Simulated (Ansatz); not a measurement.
# In3Sb: from a first guess to the relaxed D03 type

First guess:

```
CELL_PARAMETERS angstrom
0.00000 3.48003 3.48003
3.48003 0.00000 3.48003
3.48003 3.48003 0.00000
ATOMIC_POSITIONS crystal
Sb 0.00000 0.00000 0.00000
In 0.50000 0.50000 0.50000
In 0.25000 0.25000 0.25000
In 0.75000 0.75000 0.75000
```

These are results of Ansatz 0.2.0, DFT, PBE, PAW with Ansatz's default frozen-core files, scalar-relativistic, not measurements.

Cell and atoms relax within the symmetry of the start on a 9×9×9 k mesh with 0.05 eV Fermi–Dirac smearing.

The start is built from a prototype, known or not as a phase of this compound; the cutoff is 420 eV.

No spin–orbit coupling, which matters for the heavy atoms here.

Question: What is the pressure of the first guess?

Answer: 21.8 GPa.

Question: What does it relax to?

Answer: a = 7.670 Å, b = 7.670 Å, c = 7.670 Å, α = 90.00°, β = 90.00°, γ = 90.00° (conventional cell), 28.20 Å³ per atom:
```cif
data_structure
_symmetry_space_group_name_H-M 'Fm-3m'
_symmetry_Int_Tables_number 225
_cell_length_a 7.6702
_cell_length_b 7.6702
_cell_length_c 7.6702
_cell_angle_alpha 90.000
_cell_angle_beta 90.000
_cell_angle_gamma 90.000
_cell_volume 451.26
loop_
_atom_site_label
_atom_site_type_symbol
_atom_site_symmetry_multiplicity
_atom_site_Wyckoff_symbol
_atom_site_fract_x
_atom_site_fract_y
_atom_site_fract_z
_atom_site_occupancy
Sb1 Sb 4 a 0.00000 0.00000 0.00000 1
In1 In 4 b 0.50000 0.00000 0.00000 1
In2 In 8 c 0.25000 0.75000 0.75000 1
```

Question: How much energy does the relaxation release?

Answer: 356 meV/atom.
